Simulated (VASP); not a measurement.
# O2C in VASP: notebook

The runs below take O2C through single point, relaxation of the atoms, with PBE, PBE+D4.

Program: VASP 6.6.1. These are calculated values, not measurements. Logs are shortened: lines on timing, memory, paths and dates and some standing lists are left out, and cuts for length are marked.

**1. The structure**

The cell holds a molecule in a box, 3 atoms: a = 12.000 Å, b = 12.500 Å, c = 13.000 Å, α = 90.00°, β = 90.00°, γ = 90.00°.

**2. Single point, PBE**

Input file INCAR:

```
SYSTEM = CO2
ALGO = Fast ; EDIFF = 1E-6
ENCUT = 520 ; GGA = PE
ISIF = 2 ; ISMEAR = 0
LASPH = .TRUE. ; LCHARG = .FALSE.
LREAL = .FALSE. ; LWAVE = .FALSE.
NBANDS = 15 ; NELM = 80
PREC = Accurate ; SIGMA = 0.01
```

Input file KPOINTS:

```
k-points
0
G
  1 1 1
  0 0 0
```

Input file POSCAR:

```
CO2
1.0
   12.0000000000      0.0000000000      0.0000000000
    0.0000000000     12.5000000000      0.0000000000
    0.0000000000      0.0000000000     13.0000000000
O C
2 1
Direct
    0.4024488132      0.5000000000      0.5000000000
    0.5975511868      0.5000000000      0.5000000000
    0.5000000000      0.5000000000      0.5000000000
```

Potentials or basis: VASP PAW PBE potentials, release 64 (O, C).

Command:

```console
cat potpaw_PBE.64/O/POTCAR potpaw_PBE.64/C/POTCAR > POTCAR
mpirun -np 1 vasp_gam > vasp.out
```

OUTCAR:

```text
SYSTEM = CO2
   EDIFF = 1E-6
   ENCUT = 520
   GGA = PE
   ISIF = 2
   ISMEAR = 0
   LASPH = .TRUE.
   LREAL = .FALSE.
   NELM = 80
   PREC = Accurate

 ion  position               nearest neighbor table
   1  0.402  0.500  0.500-   3 1.17
   2  0.598  0.500  0.500-   3 1.17
   3  0.500  0.500  0.500-   1 1.17   2 1.17

  LATTYP: Found a simple orthorhombic cell.
 ALAT       =    12.0000000000
 B/A-ratio  =     1.0416666667
 C/A-ratio  =     1.0833333333

  Lattice vectors:

 A1 = (  12.0000000000,   0.0000000000,   0.0000000000)
 A2 = (   0.0000000000,  12.5000000000,   0.0000000000)
 A3 = (   0.0000000000,   0.0000000000,  13.0000000000)

Analysis of symmetry for initial positions (statically):
=====================================================================
 Subroutine PRICEL returns:
 Original cell was already a primitive cell.

 Routine SETGRP: Setting up the symmetry group for a
 simple orthorhombic supercell.

 Subroutine GETGRP returns: Found  8 space group operations
 (whereof  8 operations were pure point group operations)
 out of a pool of  8 trial point group operations.

The static configuration has the point symmetry D_2h.

Analysis of symmetry for dynamics (positions and initial velocities):
=====================================================================
 Subroutine PRICEL returns:
 Original cell was already a primitive cell.

 Routine SETGRP: Setting up the symmetry group for a
 simple orthorhombic supercell.

 Subroutine GETGRP returns: Found  8 space group operations
 (whereof  8 operations were pure point group operations)
 out of a pool of  8 trial point group operations.

The dynamic configuration has the point symmetry D_2h.

 Subroutine INISYM returns: Found  8 space group operations
 (whereof  8 operations are pure point group operations),
 and found     1 'primitive' translations

----------------------------------------------------------------------------------------

                                     Primitive cell

  volume of cell :    1950.0000

  direct lattice vectors                    reciprocal lattice vectors
    12.000000000  0.000000000  0.000000000     0.083333333  0.000000000  0.000000000
     0.000000000 12.500000000  0.000000000     0.000000000  0.080000000  0.000000000
     0.000000000  0.000000000 13.000000000     0.000000000  0.000000000  0.076923077

  length of vectors
    12.000000000 12.500000000 13.000000000     0.083333333  0.080000000  0.076923077

  position of ions in fractional coordinates (direct lattice)
     0.402448813  0.500000000  0.500000000
     0.597551187  0.500000000  0.500000000
     0.500000000  0.500000000  0.500000000

  ion indices of the primitive-cell ions
   primitive index   ion index
                 1           1
                 2           2
                 3           3

----------------------------------------------------------------------------------------

 KPOINTS: k-points

Automatic generation of k-mesh.
 Grid dimensions read from file:
 generate k-points for:    1    1    1

 Generating k-lattice:

  Cartesian coordinates                     Fractional coordinates (reciprocal lattice)
     0.083333333  0.000000000  0.000000000     1.000000000  0.000000000  0.000000000
     0.000000000  0.080000000  0.000000000     0.000000000  1.000000000  0.000000000
     0.000000000  0.000000000  0.076923077     0.000000000  0.000000000  1.000000000

  Length of vectors
     0.083333333  0.080000000  0.076923077

  Shift w.r.t. Gamma in fractional coordinates (k-lattice)
     0.000000000  0.000000000  0.000000000

 Subroutine IBZKPT returns following result:
 ===========================================

 Found      1 irreducible k-points:

 Following reciprocal coordinates:
            Coordinates               Weight
  0.000000  0.000000  0.000000      1.000000
   k-points           NKPTS =      1   k-points in BZ     NKDIM =      1   number of bands    NBANDS=     15
   number of dos      NEDOS =    301   number of ions     NIONS =      3
   total plane-waves  NPLWV = 846720
   dimension x,y,z NGX =    90 NGY =   96 NGZ =   98
   dimension x,y,z NGXF=   180 NGYF=  192 NGZF=  196
   ions per type =               2   1
   NGX,Y,Z   is equivalent  to a cutoff of  12.47, 12.77, 12.53 a.u.
   NGXF,Y,Z  is equivalent  to a cutoff of  24.94, 25.54, 25.06 a.u.
 SYSTEM =  CO2
   PREC   = accura    normal or accurate (medium, high low for compatibility)
   ISTART =      0    job   : 0-new  1-cont  2-samecut
   ICHARG =      2    charge: 1-file 2-atom 10-const
   ISPIN  =      1    spin polarized calculation?
   LNONCOLLINEAR =      F non collinear calculations
   LSORBIT =      F    spin-orbit coupling
   LASPH  =      T    aspherical Exc in radial PAW
   ENCUT  =  520.0 eV  38.22 Ry    6.18 a.u.  22.31 23.24 24.17*2*pi/ulx,y,z
   NELM   =     80;   NELMIN=  2; NELMDL= -5     # of ELM steps
   EDIFF  = 0.1E-05   stopping-criterion for ELM
   LREAL  =      F    real-space projection
   EDIFFG = 0.1E-04   stopping-criterion for IOM
   NSW    =      0    number of steps for IOM
   IBRION =     -1    ionic relax: 0-MD 1-quasi-New 2-CG
   NFREE  =      0    steps in history (QN), initial steepest desc. (CG)
   ISIF   =      2    stress and relaxation
   ISYM   =      2    0-nonsym 1-usesym 2-fastsym
   POTIM  = 0.5000    time-step for ionic-motion
   TEBEG  =    0.0;   TEEND  =   0.0 temperature during run
   PSTRESS=    0.0 pullay stress
   NELECT =      16.0000    total number of electrons
   NUPDOWN=      -1.0000    fix difference up-down
   EMIN   =  10.00;   EMAX   =-10.00  energy-range for DOS
   EFERMI =   0.00;   METHOD = LEGACY
   ISMEAR =     0;   SIGMA  =   0.01  broadening in eV -4-tet -1-fermi 0-gaus
   EFERMI_NEDOS =   21; number of points for ismear=-14 and -15
   IALGO  =     68    algorithm
   IMIX   =      4    mixing-type and parameters
     AMIX     =   0.40;   BMIX     =  1.00
     AMIX_MAG =   1.60;   BMIX_MAG =  1.00
  volume/ion in A,a.u.               =     650.00      4386.42
  Fermi-wavevector in a.u.,A,eV,Ry     =   0.330195  0.623977  1.483422  0.109028
  Thomas-Fermi vector in A             =   1.225290
   LORBIT       =      0    0 simple, 1 ext, 2 COOP (PROOUT), +10 PAW based schemes
   GGA     = PE    functional components
   LHFCALC =     F    Hartree Fock is set to
   AEXX    =    0.0000 exact exchange contribution
   IVDW    =     0    specifies the selected vdW correction
   LEPSILON=     F    determine dielectric tensor
   LRPA    =     F    only Hartree local field effects (RPA)
 non-spin polarized calculation
 RMM-DIIS sequential band-by-band and
 Gauss-broadening in eV      SIGMA  =   0.01
  energy-cutoff  :      520.00
  volume of cell :     1950.00
 maximum number of plane-waves:     26244
 NGX is ok and might be reduce to    90
   NGX = 45   NGY = 47   NGZ = 49

 number of electron      16.0000002 magnetization

 Free energy of the ion-electron system (eV)
  ---------------------------------------------------
  ext. energy  EPLUGINS =         0.00000000
  ---------------------------------------------------
  free energy    TOTEN  =       -22.96306978 eV

  energy without entropy =      -22.96306978  energy(sigma->0) =      -22.96306978

 E-fermi :  -8.9093     XC(G=0):  -0.3889

 val. band max:       -8.9703587072   @ k =   0.0000   0.0000   0.0000
 cond. band min:      -0.9115705713   @ k =   0.0000   0.0000   0.0000
 fundamental gap:      8.0587881359
 Fermi energy:        -8.9092943755

 k-point     1 :       0.0000    0.0000    0.0000
  band No.  band energies     occupation
      1     -29.1188      2.00000
      2     -28.1093      2.00000
      3     -13.6506      2.00000
      4     -12.5838      2.00000
      5     -12.5838      2.00000
      6     -12.4933      2.00000
      7      -8.9704      2.00000
      8      -8.9704      2.00000
      9      -0.9116      0.00000
     10      -0.4080      0.00000
     11      -0.4080      0.00000
     12       0.2943      0.00000
     13       0.6739      0.00000
     14       0.7287      0.00000
     15       0.8582      0.00000

------------------------ aborting loop because EDIFF is reached ----------------------------------------

  FORCE on cell =-STRESS in cart. coord.  units (eV):
  Direction    XX          YY          ZZ          XY          YZ          ZX
  --------------------------------------------------------------------------------------
  -------------------------------------------------------------------------------------
  Total        1.3955209     -0.0695278     -0.0694988      0.0000000      0.0000000      0.0000000
  in kB        1.1466010     -0.0571261     -0.0571023      0.0000000      0.0000000      0.0000000
  external PRESSURE =       0.3441242 kB  Pullay stress =       0.0000000 kB

 VOLUME and BASIS-vectors are now :
 -----------------------------------------------------------------------------
  energy-cutoff  :      520.00
  volume of cell :     1950.00
      direct lattice vectors                 reciprocal lattice vectors
    12.000000000  0.000000000  0.000000000     0.083333333  0.000000000  0.000000000
     0.000000000 12.500000000  0.000000000     0.000000000  0.080000000  0.000000000
     0.000000000  0.000000000 13.000000000     0.000000000  0.000000000  0.076923077

 POSITION                                       TOTAL-FORCE (eV/Angst)
 -----------------------------------------------------------------------------------
      4.82939      6.25000      6.50000        -0.633133     -0.000000      0.000000
      7.17061      6.25000      6.50000         0.633133     -0.000000      0.000000
      6.00000      6.25000      6.50000         0.000000      0.000000      0.000000
 -----------------------------------------------------------------------------------
    total drift:                               -0.000000      0.000000     -0.000000

  FREE ENERGIE OF THE ION-ELECTRON SYSTEM (eV)
  ---------------------------------------------------
  free  energy   TOTEN  =       -22.9630697793 eV

  energy  without entropy=      -22.9630697793  energy(sigma->0) =      -22.96306978
```

It took 78 s on 1 thread of Intel Xeon 6975P-C (Granite Rapids), shared host; peak memory 1.4 GiB.

Results:

```
Free energy                     : -22.9631 eV
Largest force                   : 0.633 eV/Å
Gap between the frontier levels : 8.06 eV
```

Forces on the atoms (eV/Å):
```
O   -0.633  0.000  0.000
O    0.633  0.000  0.000
C    0.000  0.000  0.000
```

Caveat: the standard files for N, O and F lose accuracy on very short bonds.

(Continued in part 2 of 2.)
